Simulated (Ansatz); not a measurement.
**KF: the band gap up the ladder of functionals**

The task here is to estimate one member of a computed series from the others.

Program: Ansatz 0.2.0. PAW datasets, plane waves. Spin-unpolarised throughout; all numbers are computed.

## Starting point

The cell was relaxed beforehand with r2SCAN.

It is cubic, Fm-3m (No. 225); conventional cell a = 5.318 Å, 18.80 Å³ an atom. Near K stand 6 F at 2.66 Å; near F stand 6 K at 2.66 Å.

Coordinates:

```cif
data_structure
_symmetry_space_group_name_H-M 'P 1'
_symmetry_Int_Tables_number 1
_cell_length_a 3.7603
_cell_length_b 3.7603
_cell_length_c 3.7603
_cell_angle_alpha 60.000
_cell_angle_beta 60.000
_cell_angle_gamma 60.000
_cell_volume 37.60
loop_
_atom_site_label
_atom_site_type_symbol
_atom_site_fract_x
_atom_site_fract_y
_atom_site_fract_z
_atom_site_occupancy
K1 K 0.00000 0.00000 0.00000 1
F1 F 0.50000 0.50000 0.50000 1
```

Set-up of the first run:

Contents of input.yaml:

```yaml
crystal:
  lattice:
    - [0.0, 2.6589605677, 2.6589605677]
    - [2.6589605677, 0.0, 2.6589605677]
    - [2.6589605677, 2.6589605677, 0.0]
  atoms:
    - { symbol: K, position: [0.0, 0.0, 0.0] }
    - { symbol: F, position: [0.5, 0.5, 0.5] }
kpoints:
  mp_grid: { grid: [8, 8, 8] }
  band_path:
    path:
      - [[0.0, 0.0, 0.0], [0.5, -2.827199981535e-34, 0.5], [0.625, 0.25, 0.625]]
      - [[0.375, 0.375, 0.75], [0.0, 0.0, 0.0], [0.5, 0.5, 0.5], [0.5, 0.25, 0.75], [0.5, -2.827199981535e-34, 0.5]]
    npoints: 10
hamiltonian:
  xc: pbe
scf:
  occupations: { method: fermi_dirac, width: 0.02 }
  n_extra_bands: 4
output:
  forces: true
  stress: true
  eigenvalues: true
```

Launch:

```
ansatz run input.yaml --threads 2 --pin off --max-ram 2211MiB --backend cpu --events-out ev --progress --plain --runs-dir out
```

Steps of the session up to this table: PBE band path; r2SCAN at the same geometry; HSE06; One-shot GW from PBE; PBE0.

One table of the session follows, with a row left open; its other results are not shown here.

| level | gap (eV) |
| --- | --- |
| PBE | 6.26 |
| r2SCAN | 6.91 |
| HSE06 | ? |
| G0W0@PBE (112 empty bands) | 9.65 |
| PBE0 | 9.04 |

Q: Estimate the row for HSE06 from the others.

**Answer.** gap (eV): 8.26. In the column «gap (eV)» it lies between r2SCAN (6.91) and PBE0 (9.04).

Meshes: PBE 8×8×8, r2SCAN 8×8×8, HSE06 6×6×6, PBE0 6×6×6

Against G0W0@PBE, PBE is short by 3.39 eV, at 65 % of it, and r2SCAN 72 %. PBE0 lies 0.78 eV above HSE06, which differs from it by screening the long-range exchange. G0W0 values are finite-basis, finite-mesh values.

Limits of these values: Warnings in the runs' records: stress exchange threshold loose, stress scf threshold loose.
